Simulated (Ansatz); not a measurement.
NaH in the zincblende structure, relaxed with r2SCAN in the PAW code Ansatz: it is cubic, F-43m (No. 216); conventional cell a = 5.194 Å, 17.51 Å³ an atom. Na has 4 H at 2.25 Å; H has 4 Na at 2.25 Å. The primitive cell holds 2 atoms in 35.03 Å³. (Calculated; spin-unpolarised; the phase may be known or hypothetical.)

Computed values: PBE gives a gap of 3.61 eV and PBE0 (25 % exact exchange) 5.32 eV; one over PBE's mean ε∞ is 0.364. HSE06 (6×6×6) gives a least gap of 4.62 eV and a least direct gap of 5.38 eV. r2SCAN's ε∞ is 2.57. On the PBEsol cell (Ω = 34.68 Å³ for two atoms) PBEsol gives ω_TO = 609.1 cm⁻¹, Z* = ±0.922 and ε∞ = 2.866.

Problem. What is the density?

Solution. The cell holds 1 Na, 1 H: M = 1×22.990 + 1×1.008 = 24.00 u in V = 35.03 Å³. ρ = 1.66054 × M/V = 1.66054 × 24.00/35.03 = 1.138 g/cm³, for the static r2SCAN lattice.

Problem. Taking the gap as linear in the share of unscreened exchange, estimate the gap of the hybrid whose share is 1/ε∞.

Solution. The slope is (5.32 − 3.61)/0.25 = 6.84 eV per unit share, so E_g ≈ 3.61 + 6.84 × 0.364 = 6.10 eV. The run with that share gives 6.12 eV (6×6×6 mesh), +0.02 eV from the straight line.

Problem. At what wavelength does absorption set in by HSE06, excitons left aside?

Solution. λ = 1239.84 eV nm/E: 268 nm for the least gap, where it needs phonons and is weak, and 230 nm for direct transitions. That lies in the ultraviolet, so by this gap the crystal is transparent to visible light.

Problem. What refractive index and reflectivity at normal incidence follow, below the gap and above the phonons?

Solution. n = √2.57 = 1.603; R = ((n − 1)/(n + 1))² = (0.603/2.603)² = 5.4 % a face.

Problem. Work out the longitudinal frequency.

Solution. ω_LO² − ω_TO² = 4π Z*² e²/(ε∞ μ Ω), with μ = 22.99×1.01/24.00 = 0.967 u and e² = 14.400 eV Å; √(eV/(u Å²)) is 521.47 cm⁻¹. That gives 4.35e+05 cm⁻², so ω_LO = √(609.1² + 4.35e+05) = 897.9 cm⁻¹; the program prints 898.4.

Problem. What static dielectric constant follows from Lyddane-Sachs-Teller, and how strong is the polar coupling 1/ε∞ − 1/ε⁰?

Solution. ε⁰ = ε∞ (ω_LO/ω_TO)² = 2.866 × (897.9/609.1)² = 6.23 (the run: 6.23). 1/ε∞ − 1/ε⁰ = 0.3489 − 0.1606 = 0.1884, the factor that enters the Fröhlich constant.

The meshes of the hybrids are coarse, so their gaps aren't converged to the digits shown.
